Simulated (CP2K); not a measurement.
Crystal: W2C.

```
W C
1.0
     3.07005    0.00000    0.00000
    -1.53502    2.65874    0.00000
     0.00000    0.00000    4.67843
W C
2 1
Cartesian
  1.5350 0.8862 1.1868
  0.0000 1.7725 3.4917
  0.0000 0.0000 0.0000
```

The cell comes from a database or a generator and needn't be the stable form of this composition.

Base run:

```yaml
Program: CP2K 2026.2
Functional: PBE
Potentials_or_basis: POTENTIAL_UZH W GTH-PBE-q14, C GTH-PBE-q4; TZVP-MOLOPT-PBE-GTH basis
Density_cutoff: 9184 eV
k_mesh: 10 × 10 × 6
Occupations: fermi-dirac, width 0.05 eV
Spin: no spin polarisation
```

Its results: band gap on the k mesh none (metal or under the smearing width); pressure -4.0 GPa; largest force 0.016 eV/Å.

Task: The run is repeated on the same cell with these changes: functional from PBE to LDA. What comes out?

Result: Band gap on the k mesh none (metal or under the smearing width); pressure -13.1 GPa; largest force 0.107 eV/Å.

LDA binds more tightly than PBE, so the same cell stands under less pressure.

Caveats: the basis of atomic orbitals isn't converged, which shifts pressures, moduli and gaps; the potentials were made for another functional, which shifts forces and pressure (some runs).
